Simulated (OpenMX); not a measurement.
# Au (Fm-3m) in OpenMX: a series of runs, part 2 of 2

OpenMX 3.8.5.

## (3) Single point, LDA, 16.85 Å³/atom

The input, Au.dat:

```
System.CurrrentDirectory             ./
System.Name                          Au
DATA.PATH                            ./DFT_DATA13
level.of.stdout                      1
level.of.fileout                     0
Species.Number                       1
<Definition.of.Atomic.Species
  Au  Au7.0-s3p2d2f1         Au_CA13
Definition.of.Atomic.Species>

Atoms.Number                         1
Atoms.SpeciesAndCoordinates.Unit     FRAC
<Atoms.SpeciesAndCoordinates
    1  Au    0.0000000000    0.0000000000    0.0000000000   8.500  8.500
Atoms.SpeciesAndCoordinates>

Atoms.UnitVectors.Unit               Ang
<Atoms.UnitVectors
     0.0000000000    2.0350000000    2.0350000000
     2.0350000000    0.0000000000    2.0350000000
     2.0350000000    2.0350000000    0.0000000000
Atoms.UnitVectors>

scf.XcType                           LDA
scf.SpinPolarization                 off
scf.ElectronicTemperature            580.226
scf.energycutoff                     400.0
scf.maxIter                          100
scf.EigenvalueSolver                 band
scf.Kgrid                            11 11 11
scf.Mixing.Type                      rmm-diisk
scf.Init.Mixing.Weight               0.05
scf.Min.Mixing.Weight                0.001
scf.Max.Mixing.Weight                0.3
scf.Mixing.History                   25
scf.Mixing.StartPulay                8
scf.criterion                        1.0e-8
MD.Type                              nomd
```

Potentials or basis: OpenMX 2013 LDA set, Au7.0-s3p2d2f1, fixed grid of 28 × 28 × 28 points.

The run is started by

```console
$ openmx Au.dat -nt 1 > Au.std
```

Wall time 3.1 min (1 thread of Intel Xeon Platinum 8175M at 2.50GHz (Skylake/Cascade Lake), shared host); peak memory 0.58 GiB.

It converged, with:

- Free energy: -2873.7501 eV
- Band gap on the k mesh: none (metal or under the smearing width)

Caveat: the basis of atomic orbitals isn't converged, which shifts pressures, moduli and gaps.

## (4) Single point, LDA, 16.52 Å³/atom (volume scaled by 0.98)

Au.dat, as its differences from that of step 3:

```diff
@@ -18,5 +18,5 @@
 <Atoms.UnitVectors
-     0.0000000000    2.0350000000    2.0350000000
-     2.0350000000    0.0000000000    2.0350000000
-     2.0350000000    2.0350000000    0.0000000000
+     0.0000000000    2.0213418704    2.0213418704
+     2.0213418704    0.0000000000    2.0213418704
+     2.0213418704    2.0213418704    0.0000000000
 Atoms.UnitVectors>
@@ -26,3 +26,2 @@
 scf.ElectronicTemperature            580.226
-scf.energycutoff                     400.0
 scf.maxIter                          100
@@ -38 +37,3 @@
 MD.Type                              nomd
+scf.Ngrid                            28 28 28
+scf.energycutoff                     400.0
```

The run is started by

```console
$ openmx Au.dat -nt 1 > Au.std
```

Wall time 3.1 min (1 thread of Intel Xeon Platinum 8175M at 2.50GHz (Skylake/Cascade Lake), shared host); peak memory 0.59 GiB.

It converged, with:

```
Free energy            : -2873.7478 eV
Band gap on the k mesh : none (metal or under the smearing width)
```

Caveat: the basis of atomic orbitals isn't converged, which shifts pressures, moduli and gaps.

## (5) Single point, LDA, 17.19 Å³/atom (volume scaled by 1.02)

Au.dat, as its differences from that of step 4:

```diff
@@ -18,5 +18,5 @@
 <Atoms.UnitVectors
-     0.0000000000    2.0213418704    2.0213418704
-     2.0213418704    0.0000000000    2.0213418704
-     2.0213418704    2.0213418704    0.0000000000
+     0.0000000000    2.0484772140    2.0484772140
+     2.0484772140    0.0000000000    2.0484772140
+     2.0484772140    2.0484772140    0.0000000000
 Atoms.UnitVectors>
```

The run is started by

```console
$ openmx Au.dat -nt 1 > Au.std
```

It took 3.1 min on 1 thread of Intel Xeon Platinum 8175M at 2.50GHz (Skylake/Cascade Lake), shared host; peak memory 0.58 GiB.

Results (log left out):

```yaml
Free_energy: -2873.7441 eV
Band_gap_on_the_k_mesh: none (metal or under the smearing width)
```

Caveat: the basis of atomic orbitals isn't converged, which shifts pressures, moduli and gaps.

## (6) Single point, LDA, 16.18 Å³/atom (volume scaled by 0.96)

Au.dat, as its differences from that of step 5:

```diff
@@ -18,5 +18,5 @@
 <Atoms.UnitVectors
-     0.0000000000    2.0484772140    2.0484772140
-     2.0484772140    0.0000000000    2.0484772140
-     2.0484772140    2.0484772140    0.0000000000
+     0.0000000000    2.0074966285    2.0074966285
+     2.0074966285    0.0000000000    2.0074966285
+     2.0074966285    2.0074966285    0.0000000000
 Atoms.UnitVectors>
```

Potentials or basis: OpenMX 2013 LDA set, Au7.0-s3p2d2f1, fixed grid of 28 × 28 × 28 points.

The run is started by

```console
$ openmx Au.dat -nt 1 > Au.std
```

Wall time 3.2 min (1 thread of Intel Xeon Platinum 8175M at 2.50GHz (Skylake/Cascade Lake), shared host); peak memory 0.59 GiB.

Results (log left out):

* Free energy: -2873.7364 eV
* Band gap on the k mesh: none (metal or under the smearing width)

Caveat: the basis of atomic orbitals isn't converged, which shifts pressures, moduli and gaps.

## (7) Single point, LDA, 17.53 Å³/atom (volume scaled by 1.04)

Au.dat, as its differences from that of step 6:

```diff
@@ -18,5 +18,5 @@
 <Atoms.UnitVectors
-     0.0000000000    2.0074966285    2.0074966285
-     2.0074966285    0.0000000000    2.0074966285
-     2.0074966285    2.0074966285    0.0000000000
+     0.0000000000    2.0617793868    2.0617793868
+     2.0617793868    0.0000000000    2.0617793868
+     2.0617793868    2.0617793868    0.0000000000
 Atoms.UnitVectors>
```

The run is started by

```console
$ openmx Au.dat -nt 1 > Au.std
```

It took 3.1 min on 1 thread of Intel Xeon Platinum 8175M at 2.50GHz (Skylake/Cascade Lake), shared host; peak memory 0.57 GiB.

The run converged. Its results:

```yaml
Free_energy: -2873.7309 eV
Band_gap_on_the_k_mesh: none (metal or under the smearing width)
```

Caveat: the basis of atomic orbitals isn't converged, which shifts pressures, moduli and gaps.

## (8) Single point, LDA, 15.84 Å³/atom (volume scaled by 0.94)

Au.dat, as its differences from that of step 7:

```diff
@@ -18,5 +18,5 @@
 <Atoms.UnitVectors
-     0.0000000000    2.0617793868    2.0617793868
-     2.0617793868    0.0000000000    2.0617793868
-     2.0617793868    2.0617793868    0.0000000000
+     0.0000000000    1.9934577312    1.9934577312
+     1.9934577312    0.0000000000    1.9934577312
+     1.9934577312    1.9934577312    0.0000000000
 Atoms.UnitVectors>
```

The run is started by

```console
$ openmx Au.dat -nt 1 > Au.std
```

Run time: 3.2 min. Hardware: 1 thread of Intel Xeon Platinum 8175M at 2.50GHz (Skylake/Cascade Lake), shared host; peak memory 0.6 GiB.

The run converged. Its results:

- Free energy: -2873.7145 eV
- Band gap on the k mesh: none (metal or under the smearing width)

Caveat: the basis of atomic orbitals isn't converged, which shifts pressures, moduli and gaps.

## (9) Single point, LDA, 17.87 Å³/atom (volume scaled by 1.06)

Au.dat, as its differences from that of step 8:

```diff
@@ -18,5 +18,5 @@
 <Atoms.UnitVectors
-     0.0000000000    1.9934577312    1.9934577312
-     1.9934577312    0.0000000000    1.9934577312
-     1.9934577312    1.9934577312    0.0000000000
+     0.0000000000    2.0749120936    2.0749120936
+     2.0749120936    0.0000000000    2.0749120936
+     2.0749120936    2.0749120936    0.0000000000
 Atoms.UnitVectors>
```

Potentials or basis: OpenMX 2013 LDA set, Au7.0-s3p2d2f1, fixed grid of 28 × 28 × 28 points.

The run is started by

```console
$ openmx Au.dat -nt 1 > Au.std
```

Run time: 3 min. Hardware: 1 thread of Intel Xeon Platinum 8175M at 2.50GHz (Skylake/Cascade Lake), shared host; peak memory 0.56 GiB.

The run converged. Its results:

```yaml
Free_energy: -2873.7116 eV
Band_gap_on_the_k_mesh: none (metal or under the smearing width)
```

Caveat: the basis of atomic orbitals isn't converged, which shifts pressures, moduli and gaps.

## (10) Equation of state, LDA

This step only gathers the single runs of the series.

Results (log left out):

```
Equilibrium volume                      : 16.77 Å³/atom
Bulk modulus                            : 198 GPa
Pressure derivative of the bulk modulus : 5.3
```

Energy against volume, from the lowest point:
```
volume (Å³/atom)  energy (meV/atom)
          15.843              35.63
          16.181              13.71
          16.518               2.33
          16.855               0.00
          17.192               6.03
          17.529              19.16
          17.866              38.50
```

Caveat: volumes in these bases differ from converged ones by about 1 %, for some elements by several; the basis of atomic orbitals isn't converged, which shifts pressures, moduli and gaps.

## (11) Comparison with measurements

Step 10. Measured bulk modulus of Au: 167 GPa (quoted in “Exploring toroidal anvil profiles for larger sample volumes above 4 Mbar”, 2024, pmc:11102561). This calculation gives 198 GPa (+18.7 %). The fit is for a static lattice scaled at fixed shape and fixed fractional positions.
